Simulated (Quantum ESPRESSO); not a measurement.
# K (Im-3m) in Quantum ESPRESSO: reference runs

Reference runs on K: the cell as given and a disturbed copy.

Program: Quantum ESPRESSO 7.5. These are calculated values, not measurements. Logs are shortened: lines on timing, memory, paths and dates and some standing lists are left out, and cuts for length are marked.

### Step 1. The crystal as given

The structure is cubic, space group Im-3m (No. 229). Conventional cell: a = 5.395 Å, b = 5.395 Å, c = 5.395 Å, α = 90.00°, β = 90.00°, γ = 90.00°.

### Step 2. Single point, PBEsol

pw.in reads:

```
&CONTROL
  calculation = 'scf'
  prefix = 'pwscf'
  outdir = './tmp'
  pseudo_dir = './pseudo'
  tprnfor = .true.
  tstress = .true.
  disk_io = 'low'
/
&SYSTEM
  ibrav = 0
  nat = 1
  ntyp = 1
  ecutwfc = 45
  ecutrho = 360
  nbnd = 10
  occupations = 'smearing'
  smearing = 'fd'
  degauss = 0.00367493
/
&ELECTRONS
  conv_thr = 2d-10
  electron_maxstep = 120
  mixing_beta = 0.5
/
ATOMIC_SPECIES
K     39.0983 k_pbesol_v1.4.uspp.F.UPF
CELL_PARAMETERS angstrom
  -2.6975585167    2.6975585167    2.6975585167
   2.6975585167   -2.6975585167    2.6975585167
   2.6975585167    2.6975585167   -2.6975585167
ATOMIC_POSITIONS crystal
K      0.0000000000    0.0000000000    0.0000000000
K_POINTS automatic
7 7 7 0 0 0
```

pp_density.in reads:

```
&INPUTPP
  prefix = 'pwscf'
  outdir = './tmp'
  filplot = 'density.dat'
  plot_num = 0
/
&PLOT
  nfile = 1
  filepp(1) = 'density.dat'
  iflag = 3
  output_format = 6
  fileout = 'density.cube'
/
```

pp_potential.in reads:

```
&INPUTPP
  prefix = 'pwscf'
  outdir = './tmp'
  filplot = 'potential.dat'
  plot_num = 11
/
&PLOT
  nfile = 1
  filepp(1) = 'potential.dat'
  iflag = 3
  output_format = 6
  fileout = 'potential.cube'
/
```

Potentials or basis: GBRV 1.5 PBEsol.

Launch:

```
$ OMP_NUM_THREADS=1 mpirun -n 2 pw.x -nk 2 -in pw.in > pw.out
$ OMP_NUM_THREADS=1 mpirun -n 1 pp.x -in pp_density.in > pp_density.out
$ OMP_NUM_THREADS=1 mpirun -n 1 pp.x -in pp_potential.in > pp_potential.out
```

pw.out:

```text
This program is part of the open-source Quantum ESPRESSO suite
     for quantum simulation of materials; please cite
[... 13 lines left out ...]
     --------------------
     sticks:   dense  smooth     PW     G-vecs:    dense   smooth      PW
     Sum        2101    1047    311                60911    21529    3511

     Using Slab Decomposition

     bravais-lattice index     =            0
     lattice parameter (alat)  =       8.8294  a.u.
     unit-cell volume          =     529.8699 (a.u.)^3
     number of atoms/cell      =            1
     number of atomic types    =            1
     number of electrons       =         9.00
     number of Kohn-Sham states=           10
     kinetic-energy cutoff     =      45.0000  Ry
     charge density cutoff     =     360.0000  Ry
     scf convergence threshold =      2.0E-10
     mixing beta               =       0.5000
     number of iterations used =            8  plain     mixing
     Exchange-correlation= SLA  PW   PSX  PSC
                           (   1   4  10   8   0   0   0)

     celldm(1)=   8.829383  celldm(2)=   0.000000  celldm(3)=   0.000000
     celldm(4)=   0.000000  celldm(5)=   0.000000  celldm(6)=   0.000000

     crystal axes: (cart. coord. in units of alat)
               a(1) = (  -0.577350   0.577350   0.577350 )
               a(2) = (   0.577350  -0.577350   0.577350 )
               a(3) = (   0.577350   0.577350  -0.577350 )

     reciprocal axes: (cart. coord. in units 2 pi/alat)
               b(1) = ( -0.000000  0.866025  0.866025 )
               b(2) = (  0.866025 -0.000000  0.866025 )
               b(3) = (  0.866025  0.866025  0.000000 )

     PseudoPot. # 1 for K  read from file:
     k_pbesol_v1.4.uspp.F.UPF
     Pseudo is Ultrasoft + core correction, Zval =  9.0
     Generated by new atomic code, or converted to UPF format
     Using radial grid of  841 points,  6 beta functions with:
                l(1) =   0
                l(2) =   0
                l(3) =   1
                l(4) =   1
                l(5) =   2
                l(6) =   2
     Q(r) pseudized with  6 coefficients,  rinner =    1.500   1.500   1.500
                                                       1.500   1.500

     atomic species   valence    mass     pseudopotential
     K                 9.00    39.09830     K ( 1.00)

     48 Sym. Ops., with inversion, found

   Cartesian axes

     site n.     atom                  positions (alat units)
         1        K      tau(   1) = (   0.0000000   0.0000000   0.0000000  )

     number of k points=    20  Fermi-Dirac smearing, width (Ry)=  0.0037
                       cart. coord. in units 2pi/alat
        k(    1) = (   0.0000000   0.0000000   0.0000000), wk =   0.0058309
        k(    2) = (   0.1237179   0.1237179   0.0000000), wk =   0.0699708
        k(    3) = (   0.2474358   0.2474358   0.0000000), wk =   0.0699708
        k(    4) = (   0.3711537   0.3711537   0.0000000), wk =   0.0699708
        k(    5) = (   0.2474358   0.1237179   0.1237179), wk =   0.1399417
        k(    6) = (   0.3711537   0.2474358   0.1237179), wk =   0.2798834
[... 12 lines left out ...]
        k(   19) = (  -0.7423075  -0.1237179  -0.1237179), wk =   0.0466472
        k(   20) = (  -0.0000000  -0.0000000   0.7423075), wk =   0.0349854

     Dense  grid:    60911 G-vectors     FFT dimensions: (  54,  54,  54)

     Smooth grid:    21529 G-vectors     FFT dimensions: (  40,  40,  40)

     Initial potential from superposition of free atoms

     starting charge       8.4963, renormalised to       9.0000
     Starting wfcs are    8 randomized atomic wfcs +    2 random wfcs

     Self-consistent Calculation

     iteration #  1     ecut=    45.00 Ry     beta= 0.50
     Davidson diagonalization with overlap
     ethr =  1.00E-02,  avg # of iterations =  9.8

     total energy              =     -56.88954286 Ry
     estimated scf accuracy    <       0.22701465 Ry

     iteration #  2     ecut=    45.00 Ry     beta= 0.50
     Davidson diagonalization with overlap
     ethr =  2.52E-03,  avg # of iterations =  1.9

     total energy              =     -56.91795630 Ry
     estimated scf accuracy    <       0.01013421 Ry

     iteration #  3     ecut=    45.00 Ry     beta= 0.50
     Davidson diagonalization with overlap
     c_bands:  1 eigenvalues not converged
     ethr =  1.13E-04,  avg # of iterations = 12.5

     total energy              =     -56.92047003 Ry
     estimated scf accuracy    <       0.00102425 Ry

     iteration #  4     ecut=    45.00 Ry     beta= 0.50
     Davidson diagonalization with overlap
     ethr =  1.14E-05,  avg # of iterations =  8.4

     total energy              =     -56.92075598 Ry
     estimated scf accuracy    <       0.00002999 Ry

     iteration #  5     ecut=    45.00 Ry     beta= 0.50
     Davidson diagonalization with overlap
     ethr =  3.33E-07,  avg # of iterations =  4.8

     total energy              =     -56.92076309 Ry
     estimated scf accuracy    <       0.00000480 Ry
[... 40 lines left out ...]
     total energy              =     -56.92076428 Ry
     estimated scf accuracy    <          6.7E-10 Ry

     iteration # 12     ecut=    45.00 Ry     beta= 0.50
     Davidson diagonalization with overlap
     ethr =  5.29E-12,  avg # of iterations =  2.0

     total energy              =     -56.92076428 Ry
     estimated scf accuracy    <          2.2E-10 Ry

     iteration # 13     ecut=    45.00 Ry     beta= 0.50
     Davidson diagonalization with overlap
     ethr =  2.39E-12,  avg # of iterations =  1.0

     End of self-consistent calculation

          k = 0.0000 0.0000 0.0000 (  2731 PWs)   bands (ev):

   -30.5557 -14.0672 -14.0672 -14.0672  -0.5772   5.7201   5.7201   5.7201
     6.5909   6.5909

          k = 0.1237 0.1237 0.0000 (  2711 PWs)   bands (ev):

   -30.5551 -14.0774 -14.0706 -14.0671  -0.3380   5.2701   5.4351   5.9024
     6.3558   6.5375

          k = 0.2474 0.2474 0.0000 (  2713 PWs)   bands (ev):

   -30.5538 -14.1004 -14.0784 -14.0670   0.3515   4.0483   4.9622   6.4254
     6.4318   6.5611

          k = 0.3712 0.3712 0.0000 (  2696 PWs)   bands (ev):

   -30.5528 -14.1184 -14.0846 -14.0670   1.4045   2.7078   4.6710   6.2740
     6.8625   7.2517
[... 38 lines left out ...]
   -30.5525 -14.0990 -14.0990 -14.0818   2.7535   2.7535   3.0853   4.7494
     7.1042   7.1043

          k =-0.0000-0.1237 0.3712 (  2701 PWs)   bands (ev):

   -30.5533 -14.0991 -14.0822 -14.0751   0.5740   4.1431   4.9412   5.4452
     6.4762   6.8898

          k =-0.0000-0.2474 0.4949 (  2691 PWs)   bands (ev):

   -30.5523 -14.1159 -14.0886 -14.0746   1.6092   2.8616   4.6985   5.3299
     6.7115   7.2522

          k = 0.1237-0.1237 0.4949 (  2689 PWs)   bands (ev):

   -30.5523 -14.1089 -14.0923 -14.0787   1.4143   3.5317   4.2081   5.5732
     6.2479   6.9858

          k =-0.7423-0.2474-0.2474 (  2692 PWs)   bands (ev):

   -30.5518 -14.1129 -14.0987 -14.0790   2.4796   2.5643   3.8198   5.6463
     6.3647   6.9197

          k =-0.0000-0.0000 0.4949 (  2699 PWs)   bands (ev):

   -30.5522 -14.0989 -14.0907 -14.0907   1.2102   4.0451   4.8484   4.8484
     5.9317   6.7536

          k =-0.0000-0.1237 0.6186 (  2685 PWs)   bands (ev):

   -30.5513 -14.1101 -14.0974 -14.0915   2.1594   3.2346   4.5713   4.7481
     5.7588   7.3264

          k =-0.7423-0.1237-0.1237 (  2691 PWs)   bands (ev):

   -30.5509 -14.1071 -14.1071 -14.0934   2.9341   2.9341   3.8751   5.3668
     5.3668   7.1102

          k =-0.0000-0.0000 0.7423 (  2695 PWs)   bands (ev):

   -30.5505 -14.1061 -14.1045 -14.1045   2.8558   3.2925   4.7747   4.7747
     4.8076   7.1431

     the Fermi energy is     1.4804 ev

!    total energy              =     -56.92076428 Ry
     estimated scf accuracy    <          1.8E-11 Ry
     smearing contrib. (-TS)   =      -0.00052682 Ry
     internal energy E=F+TS    =     -56.92023747 Ry

     The total energy is F=E-TS. E is the sum of the following terms:
     one-electron contribution =     -38.80199603 Ry
     hartree contribution      =      19.62132555 Ry
     xc contribution           =      -8.82643109 Ry
     ewald contribution        =     -28.91313589 Ry

     convergence has been achieved in  13 iterations

     Forces acting on atoms (cartesian axes, Ry/au):

     atom    1 type  1   force =     0.00000000    0.00000000    0.00000000

     Total force =     0.000000     Total SCF correction =     0.000000

     Computing stress (Cartesian axis) and pressure

          total   stress  (Ry/bohr**3)                   (kbar)     P=       -4.52
  -0.00003070   0.00000000   0.00000000           -4.52        0.00        0.00
   0.00000000  -0.00003070   0.00000000            0.00       -4.52        0.00
   0.00000000  -0.00000000  -0.00003070            0.00       -0.00       -4.52

=------------------------------------------------------------------------------=
   JOB DONE.
=------------------------------------------------------------------------------=
```

pp_density.out:

```text
This program is part of the open-source Quantum ESPRESSO suite
     for quantum simulation of materials; please cite
         "P. Giannozzi et al., J. Phys.:Condens. Matter 21 395502 (2009);
         "P. Giannozzi et al., J. Phys.:Condens. Matter 29 465901 (2017);
         "P. Giannozzi et al., J. Chem. Phys. 152 154105 (2020);
     in publications or presentations arising from this work. More details at

     IMPORTANT: XC functional enforced from input :
     Exchange-correlation= PBESOL
                           (   1   4  10   8   0   0   0)
     Any further DFT definition will be discarded
     Please, verify this is what you really want

     G-vector sticks info
     --------------------
     sticks:   dense  smooth     PW     G-vecs:    dense   smooth      PW
     Sum        2101    1047    311                60911    21529    3511

     Using Slab Decomposition

     Calling punch_plot, plot_num =   0
     Writing data to file  density.dat
     Reading data from file  density.dat

     Writing data to be plotted to file density.cube
     Plot Type: 3D                     Output format: Gaussian cube

=------------------------------------------------------------------------------=
   JOB DONE.
=------------------------------------------------------------------------------=
```

It took 13 s on 2 MPI ranks of Arm Neoverse V2, shared host; peak memory 0.32 GiB.

What came out:

```
Free energy            : -774.4465 eV
Pressure               : -0.5 GPa
Band gap on the k mesh : none (metal or under the smearing width)
```

### Step 3. Single point, PBEsol (cell strained at random at fixed volume)

pw.in: that of step 2 with these lines changed.

```diff
@@ -7,3 +7,3 @@
   tstress = .true.
-  disk_io = 'low'
+  disk_io = 'nowf'
 /
@@ -28,7 +28,7 @@
 CELL_PARAMETERS angstrom
-  -2.6975585167    2.6975585167    2.6975585167
-   2.6975585167   -2.6975585167    2.6975585167
-   2.6975585167    2.6975585167   -2.6975585167
+  -2.6290990000    2.6676120000    2.6000730000
+   2.7186870000   -2.7444840000    2.7665340000
+   2.6600780000    2.7754630000   -2.6769460000
 ATOMIC_POSITIONS crystal
-K      0.0000000000    0.0000000000    0.0000000000
+K     -0.0036850000   -0.0083200000    0.0072110000
 K_POINTS automatic
```

Potentials or basis: GBRV 1.5 PBEsol.

Launch:

```
$ OMP_NUM_THREADS=1 mpirun -n 2 pw.x -nk 2 -in pw.in > pw.out
```

Run time: 37 s. Hardware: 2 MPI ranks of Arm Neoverse V2, shared host; peak memory 0.38 GiB.

Results (log left out):

```yaml
Free_energy: -774.4452 eV
Pressure: -0.4 GPa
Band_gap_on_the_k_mesh: none (metal or under the smearing width)
```

Stress tensor (GPa, compression positive):
```
-0.45 -0.04 -0.09
-0.04 -0.44  0.08
-0.09  0.08 -0.46
```

Levels at points of the mesh, in eV from the Fermi level:
```csv
k point,band 3,band 4,band 5,band 6,band 7,band 8
"(0.00, 0.00, 0.00)",-15.55,-15.55,-2.06,4.12,4.25,4.30
```
